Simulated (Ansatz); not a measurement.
Au and a variant

Base: an entry of the Crystallography Open Database (COD), whose atoms a relaxation with PBE at fixed cell left in place.

```
Au
1.0
     2.90000    0.00000    0.00000
    -1.45000    2.51147    0.00000
     0.00000    0.00000    4.88000
Au
2
Direct
  0.33333 0.66667 0.75000
  0.66667 0.33333 0.25000
```

Atoms are numbered from 1 in the order listed; like atoms form one site, named after its first atom.

Level of theory: DFT, PBE, plane waves and PAW, scalar-relativistic, 420 eV cutoff, Γ-centred 18×18×10 k-points, Fermi–Dirac smearing 0.05 eV (Ansatz 0.2.0).

Problem. Variant: z compressed by 1 %, ions relaxed. What happens to the gradients (10²¹ V/m²)?

Solution. 

| site | atoms | V_zz base | η base | V_zz variant | η variant |
| --- | --- | --- | --- | --- | --- |
| Au | 1, 2 | 1.14 | 0.00 | 0.96 | 0.00 |

The largest change of V_zz is on Au, from 1.14 to 0.96.

With no gap above 0.1 eV, as in a metal, the gradients converge slowly in k; expect changes of a tenth or more on a denser mesh. Spin–orbit coupling is left out, which shifts gradients on Au by a few per cent in wide-gap crystals, and can shift them far more where the calculated gap is small or absent, as here.
